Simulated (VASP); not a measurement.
# Cu (P6_3/mmc) in VASP: further runs

One crystal, Cu, is run at these levels: PBEsol; tasks: single point.

All numbers are computed with VASP 6.6.1; they aren't measurements. Logs are shortened: lines on timing, memory, paths and dates and some standing lists are left out, and cuts for length are marked.

### 1 Starting point

It takes space group P6_3/mmc (No. 194, hexagonal). The conventional cell has a = 2.519 Å, b = 2.519 Å, c = 4.124 Å, α = 90.00°, β = 90.00°, γ = 120.00°. Cu (site symmetry -6m2) has 12 Cu at 2.52 Å as nearest neighbours.

This isn't the form of Cu at room conditions, which is fcc.

### 2 Single point, PBEsol

INCAR

```
SYSTEM = Cu
PREC = Accurate ; ENCUT = 520
EDIFF = 1E-6 ; ISMEAR = -1
SIGMA = 0.1 ; LREAL = .FALSE.
LASPH = .TRUE. ; NELM = 60
ALGO = Fast ; ISIF = 2
LWAVE = .FALSE. ; LCHARG = .FALSE.
GGA = PS ; NBANDS = 18
```

KPOINTS

```
Automatic mesh
0
G
  23 23 13
  0 0 0
```

POSCAR

```
Cu
1.0
    2.5185716007      0.0000000000      0.0000000000
   -1.2592858004      2.1811469875      0.0000000000
    0.0000000000      0.0000000000      4.1243903512
Cu
2
Direct
    0.3333333333      0.6666666667      0.2500000000
    0.6666666667      0.3333333333      0.7500000000
```

Potentials or basis: VASP PAW PBE potentials, release 64 (Cu).

On the command line:

```sh
> cat potpaw_PBE.64/Cu/POTCAR > POTCAR
> mpirun -np 1 vasp_std > vasp.out
```

OUTCAR:

```text
SYSTEM = Cu
   PREC = Accurate
   ENCUT = 520
   EDIFF = 1E-6
   ISMEAR = -1
   LREAL = .FALSE.
   LASPH = .TRUE.
   NELM = 60
   ISIF = 2
   GGA = PS

 ion  position               nearest neighbor table
   1  0.333  0.667  0.250-   2 2.52   2 2.52   2 2.52   2 2.52   2 2.52   2 2.52
   2  0.667  0.333  0.750-   1 2.52   1 2.52   1 2.52   1 2.52   1 2.52   1 2.52

  LATTYP: Found a hexagonal cell.
 ALAT       =     2.5185716007
 C/A-ratio  =     1.6375910655

  Lattice vectors:

 A1 = (   2.5185716007,   0.0000000000,   0.0000000000)
 A2 = (  -1.2592858004,   2.1811469875,   0.0000000000)
 A3 = (   0.0000000000,   0.0000000000,   4.1243903512)

Analysis of symmetry for initial positions (statically):
=====================================================================
 Subroutine PRICEL returns:
 Original cell was already a primitive cell.

 Routine SETGRP: Setting up the symmetry group for a
 hexagonal supercell.

 Subroutine GETGRP returns: Found 24 space group operations
 (whereof 12 operations were pure point group operations)
 out of a pool of 24 trial point group operations.

The static configuration has the point symmetry D_3d.
 The point group associated with its full space group is D_6h.

Analysis of symmetry for dynamics (positions and initial velocities):
=====================================================================
 Subroutine PRICEL returns:
 Original cell was already a primitive cell.

 Routine SETGRP: Setting up the symmetry group for a
 hexagonal supercell.

 Subroutine GETGRP returns: Found 24 space group operations
 (whereof 12 operations were pure point group operations)
 out of a pool of 24 trial point group operations.

The dynamic configuration has the point symmetry D_3d.
 The point group associated with its full space group is D_6h.

 Subroutine INISYM returns: Found 24 space group operations
 (whereof 12 operations are pure point group operations),
 and found     1 'primitive' translations

----------------------------------------------------------------------------------------

                                     Primitive cell

  volume of cell :      22.6568

  direct lattice vectors                    reciprocal lattice vectors
     2.518571601  0.000000000  0.000000000     0.397050455  0.229237187  0.000000000
    -1.259285800  2.181146988  0.000000000     0.000000000  0.458474374  0.000000000
     0.000000000  0.000000000  4.124390351     0.000000000  0.000000000  0.242460076

  length of vectors
     2.518571601  2.518571601  4.124390351     0.458474374  0.458474374  0.242460076

  position of ions in fractional coordinates (direct lattice)
     0.333333333  0.666666667  0.250000000
     0.666666667  0.333333333  0.750000000

  ion indices of the primitive-cell ions
   primitive index   ion index
                 1           1
                 2           2

----------------------------------------------------------------------------------------

 KPOINTS: Automatic mesh

Automatic generation of k-mesh.
 Grid dimensions read from file:
 generate k-points for:   23   23   13

 Generating k-lattice:

  Cartesian coordinates                     Fractional coordinates (reciprocal lattice)
     0.017263063  0.009966834  0.000000000     0.043478261  0.000000000  0.000000000
     0.000000000  0.019933668  0.000000000     0.000000000  0.043478261  0.000000000
     0.000000000  0.000000000  0.018650775     0.000000000  0.000000000  0.076923077

  Length of vectors
     0.019933668  0.019933668  0.018650775

  Shift w.r.t. Gamma in fractional coordinates (k-lattice)
     0.000000000  0.000000000  0.000000000

 Subroutine IBZKPT returns following result:
 ===========================================

 Found    392 irreducible k-points:

 Following reciprocal coordinates:
            Coordinates               Weight
  0.000000  0.000000  0.000000      1.000000
  0.043478 -0.000000  0.000000      6.000000
  0.086957  0.000000  0.000000      6.000000
  0.130435  0.000000  0.000000      6.000000
  0.173913  0.000000  0.000000      6.000000
  0.217391  0.000000  0.000000      6.000000
[... 16 lines left out ...]
  0.478261  0.043478  0.000000      6.000000
  0.086957  0.086957  0.000000      6.000000
 [... further k-points ...]
   k-points           NKPTS =    392   k-points in BZ     NKDIM =    392   number of bands    NBANDS=     18
   number of dos      NEDOS =    301   number of ions     NIONS =      2
   total plane-waves  NPLWV =  12800
   dimension x,y,z NGX =    20 NGY =   20 NGZ =   32
   dimension x,y,z NGXF=    40 NGYF=   40 NGZF=   64
   ions per type =               2
   NGX,Y,Z   is equivalent  to a cutoff of  13.20, 13.20, 12.90 a.u.
   NGXF,Y,Z  is equivalent  to a cutoff of  26.40, 26.40, 25.80 a.u.
 SYSTEM =  Cu
   PREC   = accura    normal or accurate (medium, high low for compatibility)
   ISTART =      0    job   : 0-new  1-cont  2-samecut
   ICHARG =      2    charge: 1-file 2-atom 10-const
   ISPIN  =      1    spin polarized calculation?
   LNONCOLLINEAR =      F non collinear calculations
   LSORBIT =      F    spin-orbit coupling
   LASPH  =      T    aspherical Exc in radial PAW
   ENCUT  =  520.0 eV  38.22 Ry    6.18 a.u.   4.68  4.68  7.67*2*pi/ulx,y,z
   NELM   =     60;   NELMIN=  2; NELMDL= -5     # of ELM steps
   EDIFF  = 0.1E-05   stopping-criterion for ELM
   LREAL  =      F    real-space projection
   EDIFFG = 0.1E-04   stopping-criterion for IOM
   NSW    =      0    number of steps for IOM
   IBRION =     -1    ionic relax: 0-MD 1-quasi-New 2-CG
   NFREE  =      0    steps in history (QN), initial steepest desc. (CG)
   ISIF   =      2    stress and relaxation
   ISYM   =      2    0-nonsym 1-usesym 2-fastsym
   POTIM  = 0.5000    time-step for ionic-motion
   TEBEG  =    0.0;   TEEND  =   0.0 temperature during run
   PSTRESS=    0.0 pullay stress
   NELECT =      22.0000    total number of electrons
   NUPDOWN=      -1.0000    fix difference up-down
   EMIN   =  10.00;   EMAX   =-10.00  energy-range for DOS
   EFERMI =   0.00;   METHOD = LEGACY
   ISMEAR =    -1;   SIGMA  =   0.10  broadening in eV -4-tet -1-fermi 0-gaus
   EFERMI_NEDOS =   21; number of points for ismear=-14 and -15
   IALGO  =     68    algorithm
   IMIX   =      4    mixing-type and parameters
     AMIX     =   0.40;   BMIX     =  1.00
     AMIX_MAG =   1.60;   BMIX_MAG =  1.00
  volume/ion in A,a.u.               =      11.33        76.45
  Fermi-wavevector in a.u.,A,eV,Ry     =   1.621123  3.063479 35.756667  2.628041
  Thomas-Fermi vector in A             =   2.714951
   LORBIT       =      0    0 simple, 1 ext, 2 COOP (PROOUT), +10 PAW based schemes
   GGA     = PS    functional components
   LHFCALC =     F    Hartree Fock is set to
   AEXX    =    0.0000 exact exchange contribution
   IVDW    =     0    specifies the selected vdW correction
   LEPSILON=     F    determine dielectric tensor
   LRPA    =     F    only Hartree local field effects (RPA)
 non-spin polarized calculation
 RMM-DIIS sequential band-by-band and
  energy-cutoff  :      520.00
  volume of cell :       22.66
 maximum number of plane-waves:       627
 NGX is ok and might be reduce to    20
   NGX =  9   NGY =  9   NGZ = 15

 number of electron      21.9999984 magnetization

 Free energy of the ion-electron system (eV)
  ---------------------------------------------------
  ext. energy  EPLUGINS =         0.00000000
  ---------------------------------------------------
  free energy    TOTEN  =        -8.60948915 eV

  energy without entropy =       -8.58748974  energy(sigma->0) =       -8.59848944

 E-fermi :   7.9272     XC(G=0): -13.1529

 val. band max:        7.9184026252   @ k =   0.2609   0.0435   0.3077
 cond. band min:       7.9311530211   @ k =   0.3043   0.1304   0.4615
 fundamental gap:      0.0127503958
 Fermi energy:         7.9271985648

 k-point     1 :       0.0000    0.0000    0.0000
  band No.  band energies     occupation
      1      -1.7860      2.00000
      2       2.5817      2.00000
      3       4.7502      2.00000
      4       4.8228      2.00000
      5       4.8228      2.00000
      6       5.0433      2.00000
[... 10 lines left out ...]
     17      31.9914      0.00000
     18      32.0777      0.00000

 k-point     2 :       0.0435   -0.0000    0.0000
  band No.  band energies     occupation
      1      -1.7227      2.00000
      2       2.6195      2.00000
      3       4.7045      2.00000
      4       4.8467      2.00000
      5       4.8624      2.00000
      6       5.0308      2.00000
[... 10 lines left out ...]
     17      32.4517      0.00000
     18      32.7916      0.00000

 k-point     3 :       0.0870    0.0000    0.0000
  band No.  band energies     occupation
      1      -1.5338      2.00000
      2       2.7287      2.00000
      3       4.6213      2.00000
      4       4.9173      2.00000
      5       4.9230      2.00000
      6       5.0029      2.00000
[... 10 lines left out ...]
     17      32.4826      0.00000
     18      33.0497      0.00000

 k-point     4 :       0.1304    0.0000    0.0000
  band No.  band energies     occupation
      1      -1.2231      2.00000
      2       2.8954      2.00000
      3       4.5205      2.00000
      4       4.8937      2.00000
      5       4.9127      2.00000
      6       5.0309      2.00000
[... 375 lines left out ...]
      4       4.6416      2.00000
      5       4.7494      2.00000
      6       4.8512      2.00000
[... 10 lines left out ...]
     17      20.9250      0.00000
     18      28.1162      0.00000

 k-point    23 :       0.4783    0.0435    0.0000
  band No.  band energies     occupation
      1       2.8982      2.00000
      2       3.1391      2.00000
      3       3.3781      2.00000
      4       4.7043      2.00000
      5       4.7434      2.00000
      6       4.8370      2.00000
[... 10 lines left out ...]
     17      20.8226      0.00000
     18      28.0836      0.00000

 k-point    24 :       0.0870    0.0870    0.0000
  band No.  band energies     occupation
      1      -1.0388      2.00000
      2       2.9895      2.00000
      3       4.4588      2.00000
      4       4.7479      2.00000
      5       4.9119      2.00000
      6       5.0406      2.00000
[... 10 lines left out ...]
     17      31.7347      0.00000
     18      31.8320      0.00000

 [... further k-points ...]

------------------------ aborting loop because EDIFF is reached ----------------------------------------

  FORCE on cell =-STRESS in cart. coord.  units (eV):
  Direction    XX          YY          ZZ          XY          YZ          ZX
  --------------------------------------------------------------------------------------
  -------------------------------------------------------------------------------------
  Total        0.1622131      0.1622131      0.2780547     -0.0000000      0.0000000      0.0000000
  in kB       11.4708991     11.4708991     19.6626395     -0.0000000      0.0000000      0.0000000
  external PRESSURE =      14.2014792 kB  Pullay stress =       0.0000000 kB

 VOLUME and BASIS-vectors are now :
 -----------------------------------------------------------------------------
  energy-cutoff  :      520.00
  volume of cell :       22.66
      direct lattice vectors                 reciprocal lattice vectors
     2.518571601  0.000000000  0.000000000     0.397050455  0.229237187  0.000000000
    -1.259285800  2.181146988  0.000000000     0.000000000  0.458474374  0.000000000
     0.000000000  0.000000000  4.124390351     0.000000000  0.000000000  0.242460076

 POSITION                                       TOTAL-FORCE (eV/Angst)
 -----------------------------------------------------------------------------------
     -0.00000      1.45410      1.03110        -0.000000      0.000000     -0.000000
      1.25929      0.72705      3.09329         0.000000     -0.000000      0.000000
 -----------------------------------------------------------------------------------
    total drift:                               -0.000000      0.000000     -0.000000

  FREE ENERGIE OF THE ION-ELECTRON SYSTEM (eV)
  ---------------------------------------------------
  free  energy   TOTEN  =        -8.6094891505 eV

  energy  without entropy=       -8.5874897361  energy(sigma->0) =       -8.59848944
```

Run time: 60 s. Hardware: 1 thread of Intel Xeon 6975P-C (Granite Rapids), shared host; peak memory 0.23 GiB.

What came out:

```yaml
Free_energy: -8.6095 eV
Pressure: 1.4 GPa
Band_gap_on_the_k_mesh: none (metal or under the smearing width)
```

Caveat: the PAW data sets were made with another functional, which shifts forces and pressure a little.

### 3 Single point, PBEsol

This run uses another cell than the first one, of 10.88 Å³/atom, 0.960 times its volume.

INCAR

```
ALGO     = Normal         # electronic algorithm
EDIFF    = 1E-6           # SCF threshold, eV
ENCUT    = 520            # plane-wave cutoff, eV
GGA      = PS             # functional
ISIF     = 2              # what is computed and relaxed
ISMEAR   = -1             # smearing method
LASPH    = True           # aspherical terms in the spheres
LCHARG   = False          # write CHGCAR
LREAL    = False          # projectors in reciprocal space
LWAVE    = False          # write WAVECAR
NBANDS   = 18             # bands
NELM     = 80             # most SCF steps
PREC     = Accurate       # precision mode
SIGMA    = 0.1            # smearing width, eV
```

KPOINTS

```
k-points
0
Gamma
  16 16 9
```

POSCAR

```
Cu
1.0
    2.4845326767      0.0000000000      0.0000000000
   -1.2422663384      2.1516684146      0.0000000000
    0.0000000000      0.0000000000      4.0686485133
Cu
2
Direct
    0.3333333333      0.6666666667      0.2500000000
    0.6666666667      0.3333333333      0.7500000000
```

Potentials or basis: VASP PAW PBE potentials, release 64 (Cu).

On the command line:

```sh
> cat potpaw_PBE.64/Cu/POTCAR > POTCAR
> mpirun -np 1 vasp_std > vasp.out
```

OUTCAR:

```text
EDIFF = 1E-6
   ENCUT = 520
   GGA = PS
   ISIF = 2
   ISMEAR = -1
   LASPH = True
   LREAL = False
   NELM = 80
   PREC = Accurate

 ion  position               nearest neighbor table
   1  0.333  0.667  0.250-   2 2.49   2 2.49   2 2.49   2 2.49   2 2.49   2 2.49
   2  0.667  0.333  0.750-   1 2.49   1 2.49   1 2.49   1 2.49   1 2.49   1 2.49

  LATTYP: Found a hexagonal cell.
 ALAT       =     2.4845326767
 C/A-ratio  =     1.6375910655

  Lattice vectors:

 A1 = (   2.4845326767,   0.0000000000,   0.0000000000)
 A2 = (  -1.2422663384,   2.1516684146,   0.0000000000)
 A3 = (   0.0000000000,   0.0000000000,   4.0686485133)

Analysis of symmetry for initial positions (statically):
=====================================================================
 Subroutine PRICEL returns:
 Original cell was already a primitive cell.

 Routine SETGRP: Setting up the symmetry group for a
 hexagonal supercell.

 Subroutine GETGRP returns: Found 24 space group operations
 (whereof 12 operations were pure point group operations)
 out of a pool of 24 trial point group operations.

The static configuration has the point symmetry D_3d.
[... 160 lines left out ...]

  energy without entropy =       -8.56283445  energy(sigma->0) =       -8.57328462

 E-fermi :   8.4318     XC(G=0): -13.3966

 val. band max:        8.3872029068   @ k =   0.5000   0.0000   0.1111
 cond. band min:       8.4514267324   @ k =   0.5000   0.0000   0.0000
 fundamental gap:      0.0642238256
 Fermi energy:         8.4317869399

 k-point     1 :       0.0000    0.0000    0.0000
  band No.  band energies     occupation
      1      -1.5734      2.00000
      2       2.8739      2.00000
      3       5.1532      2.00000
      4       5.2329      2.00000
      5       5.2329      2.00000
      6       5.4689      2.00000
[... 481 lines left out ...]
      5       5.0149      2.00000
      6       5.3709      2.00000
[... 10 lines left out ...]
     17      25.3060      0.00000
     18      26.1063      0.00000

 [... further k-points ...]

------------------------ aborting loop because EDIFF is reached ----------------------------------------

  FORCE on cell =-STRESS in cart. coord.  units (eV):
  Direction    XX          YY          ZZ          XY          YZ          ZX
  --------------------------------------------------------------------------------------
  -------------------------------------------------------------------------------------
  Total        1.1263019      1.1263019      1.0873693     -0.0000000      0.0000000      0.0000000
  in kB       82.9650484     82.9650484     80.0972169     -0.0000000      0.0000000      0.0000000
  external PRESSURE =      82.0091046 kB  Pullay stress =       0.0000000 kB

 VOLUME and BASIS-vectors are now :
 -----------------------------------------------------------------------------
  energy-cutoff  :      520.00
  volume of cell :       21.75
      direct lattice vectors                 reciprocal lattice vectors
     2.484532677  0.000000000  0.000000000     0.402490178  0.232377813  0.000000000
    -1.242266338  2.151668415  0.000000000     0.000000000  0.464755626  0.000000000
     0.000000000  0.000000000  4.068648513     0.000000000  0.000000000  0.245781860

 POSITION                                       TOTAL-FORCE (eV/Angst)
 -----------------------------------------------------------------------------------
     -0.00000      1.43445      1.01716        -0.000000      0.000000      0.000000
      1.24227      0.71722      3.05149         0.000000      0.000000      0.000000
 -----------------------------------------------------------------------------------
    total drift:                                0.000000     -0.000000      0.000000

  FREE ENERGIE OF THE ION-ELECTRON SYSTEM (eV)
  ---------------------------------------------------
  free  energy   TOTEN  =        -8.5837347840 eV

  energy  without entropy=       -8.5628344498  energy(sigma->0) =       -8.57328462
```

stdout:

```text
POSCAR found type information on POSCAR Cu
 POSCAR found :  1 types and       2 ions
 scaLAPACK will be used
 -----------------------------------------------------------------------------
|                                                                             |
|                                                                             |
|     You enforced a specific xc type in the INCAR file but a different       |
|     I HOPE YOU KNOW WHAT YOU ARE DOING!                                     |
|                                                                             |
 -----------------------------------------------------------------------------

 LDA part: xc-table for (Slater+PW92), standard interpolation
 POSCAR, INCAR and KPOINTS ok, starting setup
 FFT: planning ... GRIDC
 FFT: planning ... GRID_SOFT
 FFT: planning ... GRID
 WAVECAR not read
 entering main loop
```

Wall time 18 s (1 thread of Intel Xeon 6975P-C (Granite Rapids), shared host); peak memory 0.16 GiB.

Results:

- Free energy: -8.5837 eV
- Pressure: 8.2 GPa
- Band gap on the k mesh: none (metal or under the smearing width)

Stress tensor (GPa, compression positive):
```
8.30 0.00 0.00
0.00 8.30 0.00
0.00 0.00 8.01
```

Caveat: the PAW data sets were made with another functional, which shifts forces and pressure a little.

[end of part 1 of 2]
